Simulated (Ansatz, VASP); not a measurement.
Co in VASP and in Ansatz

Contents of INCAR:

```
SYSTEM = Co
  PREC = Accurate
  ENCUT = 520
  EDIFF = 1E-7
  ISMEAR = 0
  SIGMA = 0.1
  LREAL = .FALSE.
  LASPH = .TRUE.
  NELM = 150
  ALGO = Normal
  ISIF = 2
  LWAVE = .FALSE.
  LCHARG = .FALSE.
  ISPIN = 2
  MAGMOM = 2 2
  LORBIT = 11
  LMAXMIX = 4
  NBANDS = 20
```

Contents of KPOINTS:

```
Automatic mesh
0
G
  9 9 4
  0 0 0
```

File POSCAR:

```
Co
1.0
    2.4873648700      0.0000000000      0.0000000000
   -1.2436824400      2.1541211700      0.0000000000
    0.0000000000      0.0000000000      4.0632895000
Co
2
Direct
    0.6666666700      0.3333333300      0.2598610000
    0.3333333300      0.6666666700      0.7401390000
```

Input for Ansatz:

```yaml
crystal:
  lattice:
    - [2.48736487, 0.0, 0.0]
    - [-1.24368244, 2.15412117, 0.0]
    - [0.0, 0.0, 4.0632895]
  atoms:
    - { symbol: Co, position: [0.66666667, 0.33333333, 0.259861], spin: 2.0 }
    - { symbol: Co, position: [0.33333333, 0.66666667, 0.740139], spin: 2.0 }
basis:
  ecutwfc: 420
kpoints:
  mp_grid: { grid: [9, 9, 4] }
hamiltonian:
  xc: lda
scf:
  occupations: { method: gaussian, width: 0.1 }
  lower_state_search: "off"
output:
  forces: true
  stress: true
  eigenvalues: true
  populations: true
magnetization:
  spin_polarized: true
```

Alike in both runs: task single point; functional LDA; k mesh 9 × 9 × 4; occupations gaussian, width 0.1 eV; collinear spin.

|  | VASP | Ansatz |
| --- | --- | --- |
| version | VASP 6.6.1 | Ansatz 0.2.0 |
| potentials or method | VASP PAW LDA potentials, release 64 (Co) | scalar-relativistic, plane waves, PAW |
| plane-wave cutoff (eV) | 520 | 420 |
| valence electrons in the cell | 18 | 34 |

|  | VASP | Ansatz | Ansatz less VASP |
| --- | --- | --- | --- |
| gap on the k mesh at the Fermi level (eV) | none | none | - |
| pressure (GPa) | -19.2 | -18.2 | +1.02 |
| largest component of the traceless stress (GPa) | 1.18 | 0.21 | -0.968 |
| rms of the force components (eV/Å) | 0.258 | 0.249 | -0.0085 |
| net moment per atom (μB) | 1.51 | 1.56 | +0.047 |
| size of the moment on the site where the two differ most (μB) | 1.51 | 1.61 | +0.092 |

Site moments also hang on the region over which each program counts them. Atom by atom the forces differ by 0.009 eV/Å (rms over components). A gap of «none» marks a metal or a gap that the smearing closes. The two sets of potentials don't hold the same shells in valence.

Caveats: the k mesh is coarse (spacing up to 0.39 Å⁻¹), so the values aren't converged; so large a pressure means that the cell lies far from this level's equilibrium, or that cutoff or potentials fall short (VASP).
